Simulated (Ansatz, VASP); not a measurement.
## AlGaAs2 in two plane-wave programs

Aim: how closely do two programs agree when they are given the same cell, functional and k mesh? The cell is taken from a series of runs on this material, whose earlier steps may have relaxed, scaled, displaced or heated it; both programs get it as it stands.

Calculated with Ansatz 0.2.0; plane waves, with VASP 6.6.1 beside it; single point at HSE06.

## 1. Starting point

The cell holds 12 atoms: 3 Ga, 6 As and 3 Al. Its edges and angles: a = 4.012 Å, b = 4.012 Å, c = 16.964 Å, α = 90.0°, β = 90.0°, γ = 90.0°. It derives from GaAs. The structure's axis is c.

Structure file:

```xyz
12
Lattice="4.0119 0.0000 0.0000 0.0000 4.0120 0.0000 0.0000 0.0000 16.9640" Properties=species:S:1:pos:R:3 pbc="T T T"
Ga    0.0000    0.0000    0.7105
Ga    2.0060    2.0060    3.5298
Ga    0.0000    0.0000    6.3490
As    2.0060    0.0000    2.1206
As    0.0000    2.0060    4.9390
As    2.0060    0.0000    7.7637
As    0.0000    2.0060   10.5939
As    2.0060    0.0000   13.4295
As    0.0000    2.0060   16.2597
Al    2.0060    2.0060    9.1767
Al    0.0000    0.0000   12.0117
Al    2.0060    2.0060   14.8467
```

## 2. VASP: single point, HSE06

A single point gives forces, pressure and levels at one fixed geometry, so differences don't come from the geometry; what else differs is listed under the comparison.

Lines of VASP's logs that name or quote its potential files are left out, and so is its time.

The run reads the wave functions of an earlier VASP run, which isn't shown here.

The input, INCAR:

```
SYSTEM = AlGaAs2
PREC = Accurate
ENCUT = 400
EDIFF = 1E-06
NELM = 100
ISMEAR = 0
SIGMA = 0.01
LREAL = .FALSE.
ALGO = Normal
LHFCALC = .TRUE.
AEXX = 0.25
GGA = PE
HFSCREEN = 0.208
LASPH = .TRUE.
NBANDS = 51
PRECFOCK = Fast
LORBIT = 11
LWAVE = .FALSE.
LCHARG = .FALSE.
KPAR = 4
NCORE = 4
ISIF = 2
SYMPREC = 1E-04
```

The input, POSCAR:

```
AlGaAs2
1.0
    4.0119392945      0.0000000000      0.0000000000
    0.0000000000      4.0119825567      0.0000000000
    0.0000000000      0.0000000000     16.9639990008
Ga As Al
3 6 3
Direct
    0.0000000000      0.0000000000      0.0418831310
    0.5000000000      0.5000000000      0.2080747316
    0.0000000000      0.0000000000      0.3742615825
    0.5000000000      0.0000000000      0.1250030985
    0.0000000000      0.5000000000      0.2911462969
    0.5000000000      0.0000000000      0.4576570677
    0.0000000000      0.5000000000      0.6244927567
    0.5000000000      0.0000000000      0.7916495587
    0.0000000000      0.5000000000      0.9584833860
    0.5000000000      0.5000000000      0.5409535735
    0.0000000000      0.0000000000      0.7080706728
    0.5000000000      0.5000000000      0.8751865784
```

The input, KPOINTS:

```
Automatic mesh
0
Gamma
4 4 2
0 0 0
```

Potentials, in the order of the species: Ga_d, As and Al (PBE family, release 64).

Run with:

```console
> mpirun -np 16 vasp_std
```

Numbers of over 12 decimals in the logs are rounded to 6 here.

The program printed:

```text
[banner, memory and clock lines left out]
running   16 mpi-ranks, on    1 nodes
 distrk:  each k-point on    4 cores,    4 groups
 distr:  one band on    4 cores,    1 groups

 POSCAR found type information on POSCAR GaAsAl
 POSCAR found :  3 types and      12 ions
 LDA part: xc-table for (Slater+PW92), standard interpolation
 found WAVECAR, reading the header
 POSCAR, INCAR and KPOINTS ok, starting setup
 FFT: planning ... GRIDC
 FFT: planning ... GRID_SOFT
 FFT: planning ... GRID
 reading WAVECAR
 the WAVECAR file was read successfully
 initial charge from wavefunction
 entering main loop
       N       E                     dE             d eps       ncg     rms          rms(c)
DAV:   1    -0.622342850678E+02   -0.62234E+02   -0.43757E+00  1890   0.181E+01    0.143E+01
DAV:   2    -0.622603880234E+02   -0.26103E-01   -0.39460E-01  1564   0.452E+00    0.101E+01
DAV:   3    -0.622539708702E+02    0.64172E-02   -0.41698E-02  1893   0.139E+00    0.680E+00
DAV:   4    -0.622512705069E+02    0.27004E-02   -0.41604E-03  1478   0.420E-01    0.410E+00
DAV:   5    -0.622503441413E+02    0.92637E-03   -0.70306E-04  1626   0.126E-01    0.245E+00
DAV:   6    -0.622500529967E+02    0.29114E-03   -0.17127E-04  1471   0.614E-02    0.144E+00
DAV:   7    -0.622499539604E+02    0.99036E-04   -0.39791E-05  1524   0.329E-02    0.835E-01
DAV:   8    -0.622499211315E+02    0.32829E-04   -0.12766E-05  1511   0.190E-02    0.475E-01
DAV:   9    -0.622499103842E+02    0.10747E-04   -0.45789E-06  1364   0.115E-02    0.269E-01
DAV:  10    -0.622499072486E+02    0.31356E-05   -0.13938E-06   959   0.835E-03    0.156E-01
DAV:  11    -0.622499061733E+02    0.10752E-05   -0.83082E-07   907   0.681E-03    0.891E-02
DAV:  12    -0.622499058233E+02    0.35008E-06   -0.49664E-07   816   0.542E-03
   1 F= -.62249906E+02 E0= -.62249906E+02  d E =-.645485E-18
```

OUTCAR, selected parts (step 2):

```text
ion  position               nearest neighbor table
   1  0.000  0.000  0.042-   4 2.45   4 2.45   9 2.45   9 2.45
   2  0.500  0.500  0.208-   5 2.45   5 2.45   4 2.45   4 2.45
   3  0.000  0.000  0.374-   5 2.45   5 2.45   6 2.45   6 2.45
   4  0.500  0.000  0.125-   2 2.45   2 2.45   1 2.45   1 2.45
   5  0.000  0.500  0.291-   2 2.45   2 2.45   3 2.45   3 2.45
   6  0.500  0.000  0.458-  10 2.45  10 2.45   3 2.45   3 2.45
   7  0.000  0.500  0.624-  10 2.46  10 2.46  11 2.46  11 2.46
   8  0.500  0.000  0.792-  12 2.46  12 2.46  11 2.46  11 2.46
   9  0.000  0.500  0.958-  12 2.45  12 2.45   1 2.45   1 2.45
  10  0.500  0.500  0.541-   6 2.45   6 2.45   7 2.46   7 2.46
  11  0.000  0.000  0.708-   8 2.46   8 2.46   7 2.46   7 2.46
  12  0.500  0.500  0.875-   9 2.45   9 2.45   8 2.46   8 2.46

  LATTYP: Found a simple tetragonal cell.
 ALAT       =     4.0119392945
 C/A-ratio  =     4.2283787853

 Subroutine GETGRP returns: Found  8 space group operations
 (whereof  4 operations were pure point group operations)

The static configuration has the point symmetry C_2v.
 The point group associated with its full space group is D_2d.

 Found     12 irreducible k-points:

   k-points           NKPTS =     12   k-points in BZ     NKDIM =     32   number of bands    NBANDS=     51

   dimension x,y,z NGX =    28 NGY =   28 NGZ =  112
   dimension x,y,z NGXF=    56 NGYF=   56 NGZF=  224

   ENCUT  =  400.0 eV  29.40 Ry    5.42 a.u.   6.54  6.54 27.66*2*pi/ulx,y,z

   NELECT =      78.0000    total number of electrons

 k-points in reciprocal lattice and weights: Automatic mesh
   0.00000000  0.00000000  0.00000000       0.031
   0.25000000  0.00000000  0.00000000       0.125
   0.50000000  0.00000000  0.00000000       0.062
   0.25000000  0.25000000  0.00000000       0.125
   0.50000000  0.25000000  0.00000000       0.125
   0.50000000  0.50000000  0.00000000       0.031
   0.00000000  0.00000000  0.50000000       0.031
   0.25000000  0.00000000  0.50000000       0.125
   0.50000000  0.00000000  0.50000000       0.062
   0.25000000  0.25000000  0.50000000       0.125
   0.50000000  0.25000000  0.50000000       0.125
   0.50000000  0.50000000  0.50000000       0.031

  exchange ACFDT corr.  =         0.00000000  see jH, gK, PRB 81, 115126

 average (electrostatic) potential at core
       1 -59.2692       2 -59.2449       3 -59.2692       4 -46.4180       5 -46.4182
       6 -46.2523       7 -46.1090       8 -46.1096       9 -46.2527      10 -72.5424
      11 -72.5869      12 -72.5433

 E-fermi :   3.5147

 k-point     1 :       0.0000    0.0000    0.0000
  band No.  band energies     occupation
    ...
     35       2.4634      2.00000
     36       2.4634      2.00000
     37       3.4413      2.00000
     38       3.4413      2.00000
     39       3.4570      2.00000
     40       5.4533      0.00000
     41       5.4642      0.00000
     42       5.8504      0.00000
     43       5.9284      0.00000
     44       6.1523      0.00000
    ...

 k-point     2 :       0.2500    0.0000    0.0000
  band No.  band energies     occupation
    ...
     35       2.5174      2.00000
     36       2.5578      2.00000
     37       2.7258      2.00000
     38       2.7426      2.00000
     39       3.1988      2.00000
     40       6.1529      0.00000
     41       6.2141      0.00000
     42       6.2434      0.00000
     43       6.7118      0.00000
     44       6.8101      0.00000
    ...

 k-point     3 :       0.5000    0.0000    0.0000
  band No.  band energies     occupation
    ...
     35       2.2160      2.00000
     36       2.2608      2.00000
     37       2.3547      2.00000
     38       2.3800      2.00000
     39       2.3900      2.00000
     40       6.0027      0.00000
     41       6.2171      0.00000
     42       6.3243      0.00000
     43       6.6333      0.00000
     44       7.3105      0.00000
    ...

  Total        1.0511240      1.0511466     -0.1090100      0.0000000      0.0000000      0.0000000
  in kB        6.1676951      6.1678282     -0.6396394      0.0000000      0.0000000      0.0000000
  external PRESSURE =       3.8986280 kB  Pullay stress =       0.0000000 kB

  energy-cutoff  :      400.00
  volume of cell :      273.05
      direct lattice vectors                 reciprocal lattice vectors
     4.011939295  0.000000000  0.000000000     0.249256015  0.000000000  0.000000000
     0.000000000  4.011982557  0.000000000     0.000000000  0.249253327  0.000000000
     0.000000000  0.000000000 16.963999001     0.000000000  0.000000000  0.058948365

 POSITION                                       TOTAL-FORCE (eV/Angst)
 -----------------------------------------------------------------------------------
      0.00000      0.00000      0.71051         0.000000      0.000000      0.002921
      2.00597      2.00599      3.52978         0.000000      0.000000     -0.000000
      0.00000      0.00000      6.34897         0.000000      0.000000     -0.002921
      2.00597      0.00000      2.12055         0.000000      0.000000     -0.002287
      0.00000      2.00599      4.93901         0.000000      0.000000      0.002287
      2.00597      0.00000      7.76369         0.000000      0.000000      0.068118
      0.00000      2.00599     10.59389         0.000000      0.000000      0.000917
      2.00597      0.00000     13.42954         0.000000      0.000000     -0.000917
      0.00000      2.00599     16.25971         0.000000      0.000000     -0.068118
      2.00597      2.00599      9.17674         0.000000      0.000000     -0.003429
      0.00000      0.00000     12.01171         0.000000      0.000000     -0.000000
      2.00597      2.00599     14.84666         0.000000      0.000000      0.003429
 -----------------------------------------------------------------------------------
    total drift:                               -0.000003     -0.000005     -0.000130

  FREE ENERGIE OF THE ION-ELECTRON SYSTEM (eV)
  ---------------------------------------------------
  free  energy   TOTEN  =       -62.2499058233 eV

  energy  without entropy=      -62.2499058233  energy(sigma->0) =      -62.24990582

 total charge
# of ion       s       p       d       tot
------------------------------------------
    1        0.835   0.793  10.010  11.638
    2        0.837   0.799  10.010  11.646
    3        0.835   0.793  10.010  11.638
    4        1.216   1.650   0.031   2.897
    5        1.216   1.650   0.031   2.897
    6        1.210   1.689   0.028   2.927
    7        1.205   1.727   0.025   2.957
    8        1.205   1.727   0.025   2.957
    9        1.210   1.689   0.028   2.927
   10        0.457   0.384   0.000   0.841
   11        0.456   0.382   0.000   0.838
   12        0.457   0.384   0.000   0.841
--------------------------------------------------
tot         11.139  13.666  30.198  55.003

[... 3 further parts left out ...]
```

The run ends at a pressure of 0.39 GPa, with forces up to 0.068 eV/Å.

(Continued in part 2 of 2.)

[Lines on the potential files, build, host, timing and source positions are cut from VASP's logs without a mark.]

[Logs are printed without paths, hosts, clocks, repeated set-up lines and the standing remarks that a program may print on its own settings, such as how far it seeks lower states.]

[Hosts, paths, dates, database ids (printed as entryN), source tags and the programs' standing remarks are cut or masked in the printed files.]
